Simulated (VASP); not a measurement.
Wanted: the native input for a VASP 6.6.1 run.

```yaml
Task: relaxation of cell and atoms
Functional: LDA
Potentials_or_basis: VASP PAW LDA potentials, release 64 (Sn_d, S)
Cutoff: 600 eV
k_mesh: 9 × 9 × 5
Occupations: gaussian, width 0.03 eV
Spin: no spin polarisation
Further_INCAR_settings: ALGO = Normal; EDIFF = 1e-06; IBRION = 2; EDIFFG = -0.01; NSW = 90; ISIF = 3
```

The structure of SnS2 (Berndtite-2T) lies in POSCAR:

```
SnS2
1.0
    3.6390000000      0.0000000000      0.0000000000
   -1.8195000000      3.1514664444      0.0000000000
    0.0000000000      0.0000000000      5.8680000000
Sn S
1 2
Direct
    0.0000000000      0.0000000000      0.0000000000
    0.3333333333      0.6666666667      0.2500000000
    0.6666666667      0.3333333333      0.7500000000
```

One way to write it, as run:

INCAR

```
SYSTEM = SnS2
ALGO = Normal
EDIFF = 1E-6
EDIFFG = -0.01
ENCUT = 600
IBRION = 2
ISIF = 3
ISMEAR = 0
LASPH = .TRUE.
LCHARG = .FALSE.
LREAL = .FALSE.
LWAVE = .FALSE.
NELM = 80
NSW = 90
PREC = Accurate
SIGMA = 0.03
```

KPOINTS

```
k-points
0
G
  9 9 5
  0 0 0
```

Potentials or basis: VASP PAW LDA potentials, release 64 (Sn_d, S).

The run is started by

```console
$ cat potpaw_LDA.64/Sn_d/POTCAR potpaw_LDA.64/S/POTCAR > POTCAR
$ mpirun -np 1 vasp_std > vasp.out
```

Results of the run:

The relaxed volume is 21.71 Å³/atom and the relaxed cell is a = 3.632 Å, b = 3.632 Å, c = 5.703 Å, α = 90.00°, β = 90.00°, γ = 120.00°. The space group after relaxing (to 0.05 Å) is P-3m1 (No. 164) and the energy gained by relaxing is 1.7 meV/atom. The ionic steps are 13, the pressure after relaxing is 0.0 GPa and the largest force after relaxing is 0.004 eV/Å. The band gap on the k mesh is 1.13 eV, indirect (least direct gap 1.63 eV).

Caveat: spin-orbit coupling is left out, which moves the levels of the heavy elements; an odd mesh through Γ misses points on the zone boundary, where band edges often lie.

Run time: 2.9 min on 1 thread of Intel(R) Xeon(R) 6975P-C (Granite Rapids) (shared host), peak memory 0.22 GiB.
